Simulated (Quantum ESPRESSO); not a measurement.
# AlN (Fm-3m) in Quantum ESPRESSO: further runs

Runs on AlN. Level: LDA. Tasks: energy-loss spectrum, phonons and Raman activities.

Everything below comes from runs of Quantum ESPRESSO 7.5. Logs are shortened: lines on timing, memory, paths and dates and some standing lists are left out, and cuts for length are marked.

## Step 1: Starting point

It takes space group Fm-3m (No. 225, cubic). Conventional cell: a = 4.069 Å, b = 4.069 Å, c = 4.069 Å, α = 90.00°, β = 90.00°, γ = 90.00°. Al (site symmetry m-3m) has 6 N at 2.03 Å as nearest neighbours. Around N (site symmetry m-3m) lie 6 Al at 2.03 Å.

Measurements of this composition are mostly on another form, of space group No. 186.

## Step 2: Energy-loss spectrum, LDA

File pw.in:

```
&CONTROL
  calculation = 'scf'
  prefix = 'pwscf'
  outdir = './tmp'
  pseudo_dir = './pseudo'
  tprnfor = .true.
  tstress = .true.
  disk_io = 'low'
/
&SYSTEM
  ibrav = 0
  nat = 2
  ntyp = 2
  ecutwfc = 84
  nbnd = 9
  occupations = 'smearing'
  smearing = 'fd'
  degauss = 0.00367493
/
&ELECTRONS
  conv_thr = 4d-10
  electron_maxstep = 120
  mixing_beta = 0.5
/
ATOMIC_SPECIES
Al    26.9815 Al.upf
N     14.0070 N.upf
CELL_PARAMETERS angstrom
   0.0000000000    2.0345180000    2.0345180000
   2.0345180000    0.0000000000    2.0345180000
   2.0345180000    2.0345180000    0.0000000000
ATOMIC_POSITIONS crystal
Al     0.5000000000    0.5000000000    0.5000000000
N      0.0000000000    0.0000000000    0.0000000000
K_POINTS automatic
6 6 6 1 1 1
```

File scf2.in:

```
&CONTROL
  calculation = 'scf'
  prefix = 'pwscf'
  outdir = './tmp'
  pseudo_dir = './pseudo'
  tprnfor = .true.
  tstress = .true.
  disk_io = 'low'
/
&SYSTEM
  ibrav = 0
  nat = 2
  ntyp = 2
  ecutwfc = 84
  nbnd = 9
  occupations = 'fixed'
/
&ELECTRONS
  conv_thr = 1d-11
  electron_maxstep = 120
  mixing_beta = 0.5
  startingpot = 'file'
  startingwfc = 'file'
/
ATOMIC_SPECIES
Al    26.9815 Al.upf
N     14.0070 N.upf
CELL_PARAMETERS angstrom
   0.0000000000    2.0345180000    2.0345180000
   2.0345180000    0.0000000000    2.0345180000
   2.0345180000    2.0345180000    0.0000000000
ATOMIC_POSITIONS crystal
Al     0.5000000000    0.5000000000    0.5000000000
N      0.0000000000    0.0000000000    0.0000000000
K_POINTS automatic
6 6 6 1 1 1
```

File eels.in:

```
&LR_INPUT
  prefix = 'pwscf'
  outdir = './tmp'
  restart_step = 5000
  restart = .false.
/
&LR_CONTROL
  calculator = 'lanczos'
  approximation = 'RPA_with_CLFE'
  q1 = 0.0647607193
  q2 = 0.0647607193
  q3 = 0
  itermax = 200
/
```

File spectrum.in:

```
&LR_INPUT
  prefix = 'pwscf'
  outdir = './tmp'
  eels = .true.
  itermax0 = 200
  itermax = 20000
  extrapolation = 'osc'
  epsil = 0.03
  units = 1
  start = 0
  end = 40
  increment = 0.2
/
```

File spectrum_short.in:

```
&LR_INPUT
  prefix = 'pwscf'
  outdir = './tmp'
  eels = .true.
  itermax0 = 132
  itermax = 20000
  extrapolation = 'osc'
  epsil = 0.03
  units = 1
  start = 0
  end = 40
  increment = 0.2
/
```

Potentials or basis: PseudoDojo 0.4.1 SR LDA standard.

Command:

```console
> OMP_NUM_THREADS=1 pw.x -in pw.in > pw.out
> OMP_NUM_THREADS=1 pw.x -in scf2.in > scf2.out
> OMP_NUM_THREADS=1 turbo_eels.x -in eels.in > eels.out
> OMP_NUM_THREADS=1 turbo_spectrum.x -in spectrum.in > spectrum.out
> OMP_NUM_THREADS=1 turbo_spectrum.x -in spectrum_short.in > spectrum_short.out
```

pw.out:

```text
This program is part of the open-source Quantum ESPRESSO suite
     for quantum simulation of materials; please cite
[... 9 lines left out ...]
     --------------------
     sticks:   dense  smooth     PW     G-vecs:    dense   smooth      PW
     Sum         673     673    211                11791    11791    2085

     Using Slab Decomposition

     bravais-lattice index     =            0
     lattice parameter (alat)  =       5.4372  a.u.
     unit-cell volume          =     113.6609 (a.u.)^3
     number of atoms/cell      =            2
     number of atomic types    =            2
     number of electrons       =         8.00
     number of Kohn-Sham states=            9
     kinetic-energy cutoff     =      84.0000  Ry
     charge density cutoff     =     336.0000  Ry
     scf convergence threshold =      4.0E-10
     mixing beta               =       0.5000
     number of iterations used =            8  plain     mixing
     Exchange-correlation= SLA  PW   NOGX NOGC
                           (   1   4   0   0   0   0   0)

     celldm(1)=   5.437201  celldm(2)=   0.000000  celldm(3)=   0.000000
     celldm(4)=   0.000000  celldm(5)=   0.000000  celldm(6)=   0.000000

     crystal axes: (cart. coord. in units of alat)
               a(1) = (   0.000000   0.707107   0.707107 )
               a(2) = (   0.707107   0.000000   0.707107 )
               a(3) = (   0.707107   0.707107   0.000000 )

     reciprocal axes: (cart. coord. in units 2 pi/alat)
               b(1) = ( -0.707107  0.707107  0.707107 )
               b(2) = (  0.707107 -0.707107  0.707107 )
               b(3) = (  0.707107  0.707107 -0.707107 )

     PseudoPot. # 1 for Al read from file:
     Al.upf
     Pseudo is Norm-conserving + core correction, Zval =  3.0
     Generated using ONCVPSP code by D. R. Hamann
     Using radial grid of 1854 points,  6 beta functions with:
                l(1) =   0
                l(2) =   0
                l(3) =   1
                l(4) =   1
                l(5) =   2
                l(6) =   2

     PseudoPot. # 2 for N  read from file:
     N.upf
     Pseudo is Norm-conserving + core correction, Zval =  5.0
     Generated using ONCVPSP code by D. R. Hamann
     Using radial grid of 1058 points,  4 beta functions with:
                l(1) =   0
                l(2) =   0
                l(3) =   1
                l(4) =   1

     atomic species   valence    mass     pseudopotential
     Al                3.00    26.98150     Al( 1.00)
     N                 5.00    14.00700     N ( 1.00)

     48 Sym. Ops., with inversion, found

   Cartesian axes

     site n.     atom                  positions (alat units)
         1        Al     tau(   1) = (   0.7071068   0.7071068   0.7071068  )
         2        N      tau(   2) = (   0.0000000   0.0000000   0.0000000  )

     number of k points=    28  Fermi-Dirac smearing, width (Ry)=  0.0037
                       cart. coord. in units 2pi/alat
        k(    1) = (   0.0589256   0.0589256   0.0589256), wk =   0.0185185
        k(    2) = (   0.1767767   0.1767767  -0.0589256), wk =   0.0555556
        k(    3) = (   0.2946278   0.2946278  -0.1767767), wk =   0.0555556
        k(    4) = (  -0.2946278  -0.2946278   0.4124790), wk =   0.0555556
        k(    5) = (  -0.1767767  -0.1767767   0.2946278), wk =   0.0555556
        k(    6) = (  -0.0589256  -0.0589256   0.1767767), wk =   0.0555556
[... 20 lines left out ...]
        k(   27) = (   0.2946278   0.2946278   0.2946278), wk =   0.0185185
        k(   28) = (  -0.2946278  -0.2946278   0.8838835), wk =   0.0555556

     Dense  grid:    11791 G-vectors     FFT dimensions: (  32,  32,  32)

     Initial potential from superposition of free atoms

     starting charge       7.9978, renormalised to       8.0000
     Starting wfcs are    8 randomized atomic wfcs +    1 random wfcs

     Self-consistent Calculation

     iteration #  1     ecut=    84.00 Ry     beta= 0.50
     Davidson diagonalization with overlap
     ethr =  1.00E-02,  avg # of iterations =  5.6

     total energy              =     -25.55044310 Ry
     estimated scf accuracy    <       0.41962930 Ry
[... 57 lines left out ...]
     iteration # 10     ecut=    84.00 Ry     beta= 0.50
     Davidson diagonalization with overlap
     ethr =  1.42E-11,  avg # of iterations =  1.8

     End of self-consistent calculation

          k = 0.0589 0.0589 0.0589 (  1459 PWs)   bands (ev):

    -6.4418   9.9143  10.5515  10.5515  16.5938  21.9747  22.8823  22.8823
    26.7534

          k = 0.1768 0.1768-0.0589 (  1474 PWs)   bands (ev):

    -5.7098   7.5828   9.6005  10.3806  17.8063  20.7854  22.8347  23.2843
    24.5927

          k = 0.2946 0.2946-0.1768 (  1469 PWs)   bands (ev):

    -4.1389   4.0513   9.0362   9.8164  17.4644  21.2311  21.8763  22.4921
    27.6065

          k =-0.2946-0.2946 0.4125 (  1476 PWs)   bands (ev):
[... 16 lines left out ...]
    -5.3567   7.3415   9.4133   9.4155  18.3353  19.2016  21.5312  24.3633
    24.8731

          k = 0.4125 0.1768-0.0589 (  1475 PWs)   bands (ev):

    -4.0898   5.2524   7.8841   8.9838  18.1648  19.3418  20.8763  24.2845
    26.2552

          k =-0.1768-0.4125 0.5303 (  1484 PWs)   bands (ev):
[... 6 lines left out ...]
    -3.5853   4.4951   6.9417   9.2396  19.1636  19.6251  21.1761  23.2555
    27.1971

          k = 0.0589-0.1768 0.2946 (  1474 PWs)   bands (ev):

    -5.0222   6.3371   8.7715   9.8873  18.4677  20.2713  21.2231  23.5489
    25.2339

          k = 0.5303 0.0589 0.0589 (  1480 PWs)   bands (ev):
[... 6 lines left out ...]
    -2.3621   3.9073   6.4232   7.7169  16.3275  18.1579  23.3012  25.1003
    27.3935

          k = 0.0589-0.4125 0.5303 (  1483 PWs)   bands (ev):

    -2.5199   4.1205   5.4950   8.3883  17.5856  20.5663  22.1583  23.5971
    27.5093

          k = 0.1768-0.2946 0.4125 (  1476 PWs)   bands (ev):

    -3.4428   3.3777   8.2134   9.3097  18.0228  19.8605  22.3339  22.7378
    27.8807

          k =-0.6482 0.0589 0.0589 (  1478 PWs)   bands (ev):

    -2.4401   3.5997   7.4245   7.9700  15.3255  16.5043  23.9891  26.7986
    27.0846

          k =-0.5303 0.1768-0.0589 (  1480 PWs)   bands (ev):

    -3.0872   4.4148   7.0316   8.1516  17.0181  18.5428  22.1112  24.9797
    26.9988

          k =-0.4125 0.0589 0.0589 (  1472 PWs)   bands (ev):

    -4.3732   5.8965   8.5209   8.7463  17.4539  17.9614  21.7035  25.3267
    25.8909

          k = 0.1768 0.1768 0.1768 (  1468 PWs)   bands (ev):
[... 31 lines left out ...]
    -2.2805   4.4410   5.4985   7.2649  17.9696  20.1626  21.8423  23.3622
    28.3371

          k =-0.7660 0.1768 0.1768 (  1483 PWs)   bands (ev):

    -2.3890   4.0747   5.5259   8.4076  16.3547  19.7047  22.9500  24.7790
    26.5459

          k = 0.2946 0.2946 0.2946 (  1486 PWs)   bands (ev):
[... 6 lines left out ...]
    -3.0524   3.0183   7.6587   9.2587  17.9870  19.8107  22.3708  23.0235
    28.4313

     the Fermi energy is    13.2368 ev

!    total energy              =     -25.67094449 Ry
     estimated scf accuracy    <          3.1E-10 Ry
     smearing contrib. (-TS)   =       0.00000000 Ry
     internal energy E=F+TS    =     -25.67094449 Ry

     The total energy is F=E-TS. E is the sum of the following terms:
     one-electron contribution =       2.94763821 Ry
     hartree contribution      =       4.48668783 Ry
     xc contribution           =      -8.58083572 Ry
     ewald contribution        =     -24.52443480 Ry

     convergence has been achieved in  10 iterations

     Forces acting on atoms (cartesian axes, Ry/au):

     atom    1 type  1   force =     0.00000000    0.00000000    0.00000000
     atom    2 type  2   force =     0.00000000   -0.00000000    0.00000000

     Total force =     0.000000     Total SCF correction =     0.000000

     Computing stress (Cartesian axis) and pressure

          total   stress  (Ry/bohr**3)                   (kbar)     P=     -121.96
  -0.00082908   0.00000000   0.00000000         -121.96        0.00        0.00
  -0.00000000  -0.00082908   0.00000000           -0.00     -121.96        0.00
   0.00000000   0.00000000  -0.00082908            0.00        0.00     -121.96

=------------------------------------------------------------------------------=
   JOB DONE.
=------------------------------------------------------------------------------=
```

eels.out:

```text
This program is part of the open-source Quantum ESPRESSO suite
     for quantum simulation of materials; please cite
         "P. Giannozzi et al., J. Phys.:Condens. Matter 21 395502 (2009);
         "P. Giannozzi et al., J. Phys.:Condens. Matter 29 465901 (2017);
         "P. Giannozzi et al., J. Chem. Phys. 152 154105 (2020);
     in publications or presentations arising from this work. More details at

[... 351 lines left out ...]
     gamma(00000200)= 42.526928
     z1=       1 -0.219761664548586E-02  0.300524620636929E-11
     End of Lanczos iterations

     Finished linear response calculation...

     US routines

     EELS routines

=------------------------------------------------------------------------------=
   JOB DONE.
=------------------------------------------------------------------------------=
```

Wall time 2.8 min (1 thread of Arm Neoverse V2, shared host); peak memory 0.54 GiB.

Results:

| Item | Value |
| --- | --- |
| Free energy | -349.2710 eV |
| Pressure | -12.2 GPa |
| Peak of the energy-loss function | 24.2 eV |

Levels at points of the mesh, in eV from the valence-band top:
```tsv
k point	band 1	band 2	band 3	band 4	band 5	band 6	band 7	band 8
(0.08, 0.08, 0.08)	-16.99	-0.64	0.00	0.00	6.04	11.42	12.33	12.33
```

Energy-loss function at q = [0.14142, 0.14142, 0.0] (Å⁻¹, cartesian):
```tsv
energy (eV)	loss
0.0	0.000
1.8	0.002
3.4	0.005
5.2	0.009
7.0	0.029
8.6	0.050
10.4	0.078
12.2	0.116
13.8	0.166
15.6	0.255
17.4	0.412
19.0	0.674
20.8	1.271
22.4	2.260
24.2	3.112
26.0	2.277
27.6	1.420
29.4	0.886
31.2	0.618
32.8	0.488
34.6	0.403
36.4	0.352
38.0	0.322
39.8	0.294
```

Caveat: the Lanczos chain is short for so many electrons, so humps in the spectrum may be artefacts.

(Continued in part 2 of 2.)
